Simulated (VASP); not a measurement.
# TiC in VASP: a series of runs, part 2 of 2

VASP 6.6.1. The steps go on from the part before.

## 3. Work function, PBEsol

This run uses another cell than the first one, of 23.28 Å³/atom, 1.523 times its volume.

Input file INCAR:

```
ALGO     = Fast           # electronic algorithm
DIPOL    = 0.5 0.5 0.500
EDIFF    = 1E-6           # SCF threshold, eV
ENCUT    = 520            # plane-wave cutoff, eV
GGA      = PS             # functional
IDIPOL   = 3            
ISIF     = 2              # what is computed and relaxed
ISMEAR   = 1              # smearing method
KPAR     = 8            
LASPH    = T              # aspherical terms in the spheres
LCHARG   = T              # write CHGCAR
LDIPOL   = T            
LREAL    = F              # projectors in reciprocal space
LVACPOTAV= T            
LVHAR    = T            
LWAVE    = F              # write WAVECAR
NELM     = 60             # most SCF steps
PREC     = Accurate       # precision mode
SIGMA    = 0.1            # smearing width, eV
```

Input file KPOINTS:

```
k-points
0
Gamma
  10 10 1
```

Input file POSCAR:

```
TiC
1.0
    3.0537113450      0.0000000000      0.0000000000
    0.0000000000      3.0537113450      0.0000000000
    0.0000000000      0.0000000000     34.9558000008
Ti C
7 7
Direct
    0.5000000000      0.5000000000      0.3146831141
    0.0000000000      0.0000000000      0.3764554094
    0.5000000000      0.5000000000      0.4382277047
    0.0000000000      0.0000000000      0.5000000000
    0.5000000000      0.5000000000      0.5617722953
    0.0000000000      0.0000000000      0.6235445906
    0.5000000000      0.5000000000      0.6853168859
    0.0000000000      0.0000000000      0.3146831141
    0.5000000000      0.5000000000      0.3764554094
    1.0000000000      0.0000000000      0.4382277047
    0.5000000000      0.5000000000      0.5000000000
    0.0000000000      0.0000000000      0.5617722953
    0.5000000000      0.5000000000      0.6235445906
    0.0000000000      1.0000000000      0.6853168859
```

Potentials or basis: VASP PAW PBE potentials, release 64 (Ti_sv, C).

On the command line:

```bash
cat potpaw_PBE.64/Ti_sv/POTCAR potpaw_PBE.64/C/POTCAR > POTCAR
mpirun -np 8 vasp_std > vasp.out
```

OUTCAR:

```text
EDIFF = 1E-6
   ENCUT = 520
   GGA = PS
   ISIF = 2
   ISMEAR = 1
   LASPH = T
   LREAL = F
   NELM = 60
   PREC = Accurate

 ion  position               nearest neighbor table
   1  0.500  0.500  0.315-   8 2.16   8 2.16   8 2.16   8 2.16   9 2.16
   2  0.000  0.000  0.376-   9 2.16   9 2.16   9 2.16   9 2.16  10 2.16   8 2.16
   3  0.500  0.500  0.438-  10 2.16  10 2.16  10 2.16  10 2.16   9 2.16  11 2.16
   4  0.000  0.000  0.500-  11 2.16  11 2.16  11 2.16  11 2.16  12 2.16  10 2.16
   5  0.500  0.500  0.562-  12 2.16  12 2.16  12 2.16  12 2.16  13 2.16  11 2.16
   6  0.000  0.000  0.624-  13 2.16  13 2.16  13 2.16  13 2.16  12 2.16  14 2.16
   7  0.500  0.500  0.685-  14 2.16  14 2.16  14 2.16  14 2.16  13 2.16
   8  0.000  0.000  0.315-   1 2.16   1 2.16   1 2.16   1 2.16   2 2.16
   9  0.500  0.500  0.376-   2 2.16   2 2.16   2 2.16   2 2.16   3 2.16   1 2.16
  10  0.000  0.000  0.438-   3 2.16   3 2.16   3 2.16   3 2.16   2 2.16   4 2.16
  11  0.500  0.500  0.500-   4 2.16   4 2.16   4 2.16   4 2.16   5 2.16   3 2.16
  12  0.000  0.000  0.562-   5 2.16   5 2.16   5 2.16   5 2.16   6 2.16   4 2.16
  13  0.500  0.500  0.624-   6 2.16   6 2.16   6 2.16   6 2.16   5 2.16   7 2.16
  14  0.000  0.000  0.685-   7 2.16   7 2.16   7 2.16   7 2.16   6 2.16

  LATTYP: Found a simple tetragonal cell.
 ALAT       =     3.0537113450
 C/A-ratio  =    11.4469889428

  Lattice vectors:

 A1 = (   3.0537113450,   0.0000000000,   0.0000000000)
 A2 = (   0.0000000000,   3.0537113450,   0.0000000000)
 A3 = (   0.0000000000,   0.0000000000,  34.9558000008)

Analysis of symmetry for initial positions (statically):
=====================================================================
 Subroutine PRICEL returns:
 Original cell was already a primitive cell.

 Routine SETGRP: Setting up the symmetry group for a
 simple tetragonal supercell.

 Subroutine GETGRP returns: Found 16 space group operations
 (whereof 16 operations were pure point group operations)
 out of a pool of 16 trial point group operations.

[... 176 lines left out ...]
 dipolmoment           0.000000      0.000000      0.000000 electrons x Angstroem

 Free energy of the ion-electron system (eV)
  ---------------------------------------------------
  ext. energy  EPLUGINS =         0.00000000
  ---------------------------------------------------
  free energy    TOTEN  =      -136.19562108 eV

  energy without entropy =     -136.19403904  energy(sigma->0) =     -136.19509373

 E-fermi :   1.6700     XC(G=0):  -6.1162

 val. band max:        1.6686600847   @ k =   0.0000   0.0000   0.0000
 cond. band min:       1.7398200729   @ k =   0.4000   0.3000   0.0000
 fundamental gap:      0.0711599882
 Fermi energy:         1.6700334629

 k-point     1 :       0.0000    0.0000    0.0000
  band No.  band energies     occupation
      1     -54.6311      2.00000
      2     -54.6310      2.00000
      3     -54.5878      2.00000
      4     -54.5612      2.00000
      5     -54.5309      2.00000
      6     -54.5055      2.00000
[... 1459 lines left out ...]
     66       4.8133      0.00000
     67       4.8345      0.00000

------------------------ aborting loop because EDIFF is reached ----------------------------------------

  FORCE on cell =-STRESS in cart. coord.  units (eV):
  Direction    XX          YY          ZZ          XY          YZ          ZX
  --------------------------------------------------------------------------------------
  -------------------------------------------------------------------------------------
  Total       -8.4313588     -8.4313588     -5.5504736      0.0000000      0.0000000     -0.0000000
  in kB      -41.4412592    -41.4412592    -27.2813219      0.0000000      0.0000000     -0.0000000
  external PRESSURE =     -36.7212801 kB  Pullay stress =       0.0000000 kB

 VOLUME and BASIS-vectors are now :
 -----------------------------------------------------------------------------
  energy-cutoff  :      520.00
  volume of cell :      325.97
      direct lattice vectors                 reciprocal lattice vectors
     3.053711345  0.000000000  0.000000000     0.327470375  0.000000000  0.000000000
     0.000000000  3.053711345  0.000000000     0.000000000  0.327470375  0.000000000
     0.000000000  0.000000000 34.955800001     0.000000000  0.000000000  0.028607556

 POSITION                                       TOTAL-FORCE (eV/Angst)
 -----------------------------------------------------------------------------------
      1.52686      1.52686     11.00000        -0.000000     -0.000000      1.600300
      0.00000      0.00000     13.15930        -0.000000      0.000000      0.301762
      1.52686      1.52686     15.31860        -0.000000     -0.000000      0.098710
      0.00000      0.00000     17.47790        -0.000000      0.000000     -0.000000
      1.52686      1.52686     19.63720         0.000000     -0.000000     -0.098710
      0.00000      0.00000     21.79650        -0.000000      0.000000     -0.301762
      1.52686      1.52686     23.95580        -0.000000     -0.000000     -1.600300
      0.00000      0.00000     11.00000        -0.000000      0.000000     -0.894276
      1.52686      1.52686     13.15930         0.000000      0.000000     -0.688761
      0.00000      0.00000     15.31860         0.000000      0.000000     -0.182419
      1.52686      1.52686     17.47790        -0.000000      0.000000     -0.000000
      0.00000      0.00000     19.63720         0.000000      0.000000      0.182419
      1.52686      1.52686     21.79650        -0.000000      0.000000      0.688761
      0.00000      0.00000     23.95580        -0.000000      0.000000      0.894276
 -----------------------------------------------------------------------------------
    total drift:                                0.000000     -0.000000      0.000000

  FREE ENERGIE OF THE ION-ELECTRON SYSTEM (eV)
  ---------------------------------------------------
  free  energy   TOTEN  =      -136.1956210759 eV

  energy  without entropy=     -136.1940390388  energy(sigma->0) =     -136.19509373

 vacuum level on the upper side and lower side of the slab         5.882         5.882
```

OSZICAR:

```text
N       E                     dE             d eps       ncg     rms          rms(c)
DAV:   1     0.158378077735E+04    0.15838E+04   -0.58008E+04  3038   0.176E+03
DAV:   2     0.934913788354E+02   -0.14903E+04   -0.14494E+04  3029   0.560E+02
DAV:   3    -0.141947926628E+03   -0.23544E+03   -0.22896E+03  4199   0.199E+02
[... 34 lines left out ...]
RMM:  38    -0.136195617280E+03   -0.16980E-05   -0.20570E-05  3309   0.138E-02    0.397E-03
RMM:  39    -0.136195618594E+03   -0.13135E-05   -0.16077E-05  3134   0.125E-02    0.417E-03
RMM:  40    -0.136195619637E+03   -0.10433E-05   -0.13125E-05  3143   0.116E-02    0.435E-03
RMM:  41    -0.136195620427E+03   -0.78971E-06   -0.10117E-05  3013   0.106E-02    0.449E-03
RMM:  42    -0.136195621076E+03   -0.64917E-06   -0.84956E-06  2984   0.984E-03
   1 F= -.13619562E+03 E0= -.13619509E+03  d E =-.158204E-02
```

stdout:

```text
POSCAR found type information on POSCAR TiC
 POSCAR found :  2 types and      14 ions
 scaLAPACK will be used
 -----------------------------------------------------------------------------
|                                                                             |
[... 43 lines left out ...]
|     field-free region was found. Please increase the size of  your cell     |
|     in the dimension of the dipole correction to obtain accurate            |
|     workfunction values.                                                    |
|                                                                             |
 -----------------------------------------------------------------------------
```

It took 10 min on 8 MPI ranks of Intel Xeon Platinum 8375C at 2.90GHz (Ice Lake), shared host; peak memory 0.58 GiB.

What came out:

| Item | Value |
| --- | --- |
| Free energy | -136.1956 eV |
| Largest force | 1.600 eV/Å |
| Band gap on the k mesh | none (metal or under the smearing width) |
| Work function of the upper face | 4.21 eV |
| Work function of the lower face | 4.21 eV |

Forces on the atoms (eV/Å):
```
Ti   0.000  0.000  1.600
Ti   0.000  0.000  0.302
Ti   0.000  0.000  0.099
Ti   0.000  0.000  0.000
Ti   0.000  0.000 -0.099
Ti   0.000  0.000 -0.302
Ti   0.000  0.000 -1.600
C    0.000  0.000 -0.894
C    0.000  0.000 -0.689
C    0.000  0.000 -0.182
C    0.000  0.000  0.000
C    0.000  0.000  0.182
C    0.000  0.000  0.689
C    0.000  0.000  0.894
```

Levels at points of the mesh, in eV from the Fermi level:
| k point | band 54 | band 55 | band 56 | band 57 | band 58 | band 59 |
| --- | --- | --- | --- | --- | --- | --- |
| (0.00, 0.00, 0.00) | -0.02 | 0.00 | 0.17 | 0.17 | 0.38 | 0.48 |
| (0.50, 0.00, 0.00) | -2.26 | -2.24 | -2.23 | 2.24 | 2.29 | 2.29 |
| (0.50, 0.50, 0.00) | -0.57 | -0.41 | -0.41 | -0.06 | 0.38 | 0.74 |

Caveat: the PAW data sets were made with another functional, which shifts forces and pressure a little.
